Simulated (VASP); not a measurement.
Set up this calculation in VASP 6.6.1, as the native input.

| Item | Value |
| --- | --- |
| Task | relaxation of cell and atoms |
| Functional | PBE |
| Potentials or basis | VASP PAW PBE potentials, release 64 (Se) |
| Cutoff | 520 eV |
| k mesh | 6 × 6 × 6 |
| Occupations | gaussian, width 0.02 eV |
| Spin | no spin polarisation |
| Target pressure | 110 GPa |
| Further INCAR settings | ALGO = Normal; EDIFF = 1e-07; IBRION = 2; EDIFFG = -0.002; NSW = 80; ISIF = 3 |
| Target pressure | 110 GPa |

The structure of Se lies in POSCAR:

```
Se
1.0
    1.9250000000      1.1113992700      0.8816666700
   -1.9250000000      1.1113992700      0.8816666700
    0.0000000000     -2.2227985400      0.8816666700
Se
1
Direct
    0.0000000000      0.0000000000      0.0000000000
```

This isn't the form of Se at room conditions, which is trigonal, of chains.

One way to write it, as run:

INCAR

```
ALGO     = Normal         # electronic algorithm
EDIFF    = 1E-7           # SCF threshold, eV
EDIFFG   = -0.002         # ionic threshold
ENCUT    = 520            # plane-wave cutoff, eV
GGA      = PE             # functional
IBRION   = 2              # ionic algorithm
ISIF     = 3              # what is computed and relaxed
ISMEAR   = 0              # smearing method
LASPH    = True           # aspherical terms in the spheres
LCHARG   = False          # write CHGCAR
LREAL    = False          # projectors in reciprocal space
LWAVE    = False          # write WAVECAR
NELM     = 60             # most SCF steps
NSW      = 80             # ionic steps
PREC     = Accurate       # precision mode
PSTRESS  = 1100.0       
SIGMA    = 0.02           # smearing width, eV
```

KPOINTS

```
k-points
0
Gamma
  6 6 6
```

Potentials or basis: VASP PAW PBE potentials, release 64 (Se).

Run with:

```console
$ cat potpaw_PBE.64/Se/POTCAR > POTCAR
$ mpirun -np 1 vasp_std > vasp.out
```

Results of the run:

- Relaxed volume: 12.41 Å³/atom
- Relaxed cell: a = 2.439 Å, b = 2.439 Å, c = 2.439 Å, α = 105.97°, β = 105.97°, γ = 105.97°
- Space group after relaxing (to 0.05 Å): R-3m (No. 166)
- Energy change on relaxing (the enthalpy is what falls): -925.0 meV/atom
- Ionic steps: 17
- Pressure after relaxing: 110.0 GPa
- Band gap on the k mesh: none (metal or under the smearing width)

Caveat: the k mesh is coarse (spacing up to 0.51 Å⁻¹), so the values aren't converged; the cell is relaxed towards a set pressure, so the enthalpy falls and the energy may rise.

Run time: 19 s on 1 thread of AMD EPYC 9R45 (Zen 5) (shared host), peak memory 0.09 GiB.
